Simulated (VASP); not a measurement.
Input of a VASP 6.6.1 run:

The input INCAR:

```
  ALGO = Normal
  EDIFF = 1E-6
  EDIFFG = -0.01
  ENCUT = 600
  GGA = PE
  IBRION = 2
  ISIF = 3
  ISMEAR = 0
  KPAR = 2
  LASPH = True
  LCHARG = False
  LREAL = False
  LWAVE = False
  NELM = 80
  NSW = 90
  PREC = Accurate
  SIGMA = 0.03
```

File KPOINTS:

```
k-points
0
Gamma
  8 8 8
```

POSCAR

```
BaTiO3
1.0
    3.9998000000      0.0000000000      0.0000000000
    0.0000000000      3.9998000000      0.0000000000
    0.0000000000      0.0000000000      4.0180000000
Ba Ti O
1 1 3
Direct
    0.0000000000      0.0000000000      0.0000000000
    0.5000000000      0.5000000000      0.4900000000
    0.5000000000      0.5000000000      0.0190000000
    0.5000000000      0.0000000000      0.5170000000
    0.0000000000      0.5000000000      0.5170000000
```

Potentials or basis: VASP PAW PBE potentials, release 64 (Ba_sv, Ti_sv, O).

Launch:

```bash
$ cat potpaw_PBE.64/Ba_sv/POTCAR potpaw_PBE.64/Ti_sv/POTCAR potpaw_PBE.64/O/POTCAR > POTCAR
$ mpirun -np 2 vasp_std > vasp.out
```

Problem. What does it give for the space group after relaxing (to 0.05 Å)?

Solution. P4mm (No. 99).

Problem. Predict the relaxed cell.

Solution. a = 3.996 Å, b = 3.996 Å, c = 4.224 Å, α = 90.00°, β = 90.00°, γ = 90.00°.

Problem. What does it give for the relaxed volume?

Solution. 13.49 Å³/atom.

Problem. Estimate the band gap on the k mesh.

Solution. 1.77 eV, indirect (least direct gap 2.34 eV).

Forces in eV/Å, atoms in the order of the input:
```
Ba   0.000  0.000 -0.009
Ti   0.000  0.000  0.007
O    0.000  0.000 -0.008
O    0.000  0.000  0.005
O    0.000  0.000  0.005
```

Caveat: spin-orbit coupling is left out, which moves the levels of the heavy elements. Zero-point motion and thermal expansion aren't in these numbers.
